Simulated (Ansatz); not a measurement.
**CrO2 (P4_2/mnm): equation of state**

An exercise on one series of results from a longer session: the logs are not shown, and one member is left open.

Computed with Ansatz 0.2.0 (DFT PBE+U (U_eff = 3.7 eV on Cr 3d), scalar-relativistic, plane waves, PAW, unless a step's input says otherwise).

## The starting structure

Symmetry: P4_2/mnm, No. 136, tetragonal system. The conventional cell has a = 4.479 Å, b = 4.479 Å, c = 2.973 Å, α = 90.00°, β = 90.00°, γ = 90.00°. Cr (site symmetry mmm) has 6 O at 1.92 to 1.94 Å as nearest neighbours. O (site symmetry m2m) is surrounded by 3 Cr at 1.92 to 1.94 Å.

Structure file:

```
CELL_PARAMETERS angstrom
4.47867 0.00000 0.00000
0.00000 4.47867 0.00000
0.00000 0.00000 2.97270
ATOMIC_POSITIONS crystal
Cr 0.00000 0.00000 0.00000
Cr 0.50000 0.50000 0.50000
O 0.30318 0.30318 0.00000
O 0.19682 0.80318 0.50000
O 0.69682 0.69682 0.00000
O 0.80318 0.19682 0.50000
```

This cell comes from an earlier session at PBE+U (U_eff = 3.7 eV on Cr 3d): 9.938 Å³/atom at -0.04 GPa, on a 6×6×8 mesh.

Volume factors to run: 0.980, 1.020, 0.960, 1.040.

Set-up of the first run:

input.yaml

```yaml
crystal:
  lattice:
    - [4.4486066329, 0.0, 0.0]
    - [0.0, 4.4486066329, 0.0]
    - [0.0, 0.0, 2.9527480649]
  atoms:
    - { symbol: Cr, position: [0.0, 0.0, 0.0], spin: 2.29 }
    - { symbol: Cr, position: [0.5, 0.5, 0.5], spin: 2.29 }
    - { symbol: O, position: [0.3031768207, 0.3031768207, 0.0] }
    - { symbol: O, position: [0.1968231793, 0.8031768207, 0.5] }
    - { symbol: O, position: [0.6968231793, 0.6968231793, 0.0] }
    - { symbol: O, position: [0.8031768207, 0.1968231793, 0.5] }
basis:
  ecutwfc: 420
  ecutrho_ratio: 4
kpoints:
  mp_grid: { grid: [6, 6, 8] }
hamiltonian:
  xc: pbe
  hubbard:
    sites:
      - { species: Cr, l: d, u_eff: 3.7, starting_ns: start.occupation_matrices }
    ns_hold: { iters: 6 }
scf:
  occupations: { method: gaussian, width: 0.05 }
  lower_state_search: "off"
output:
  forces: true
  stress: true
  eigenvalues: true
  populations: true
magnetization:
  spin_polarized: true
relax:
  f_tol: 0.01
  max_steps: 40
  cell: { stress_tol: 0.1, fix: [volume] }
```

The open shells start from the occupation matrices of the run at the neighbouring geometry (file start.occupation_matrices).

On the command line:

```bash
ansatz run input.yaml --threads 4 --pin off --max-ram 10240MiB --backend cpu --events-out ev --progress --plain --runs-dir out
```

Among the steps run: At 0.980 of the relaxed volume; Scaling the volume by 1.020; At 0.960 of the relaxed volume; Scaling the volume by 1.040.

One of the session's tables, all rows but one given; the rest of the session is left out.

It belongs to the step «The fit». 

| volume (Å³/atom) | energy (meV/atom) | pressure (GPa) | moment of atom 1 (μB) |
| --- | --- | --- | --- |
| 9.540 | 10.21 | 8.64 | 2.01 |
| 9.739 | 2.39 | 4.06 | 2.05 |
| 9.938 | 0.00 | -0.04 | 2.08 |
| 10.137 | ? | ? | ? |
| 10.335 | 8.82 | -6.77 | 2.16 |

Estimate the missing values for volume (Å³/atom) = 10.137.

Worked estimate for «energy (meV/atom)». A straight line through the neighbours (9.938, 0.00) and (10.335, 8.82) gives 0.00 + (8.82 − 0.00) × (10.137 − 9.938) / (10.335 − 9.938) = 4.42; a parabola fitted to 3 rows on both sides gives 2.16.

The run gave: energy (meV/atom): 2.31; pressure (GPa): -3.63; moment of atom 1 (μB): 2.12. In «energy (meV/atom)» the line misses by +2.11 and the parabola by -0.15.

Limits of these values: Warnings in the runs' records: filled band counts differ across k points, stability check not made.
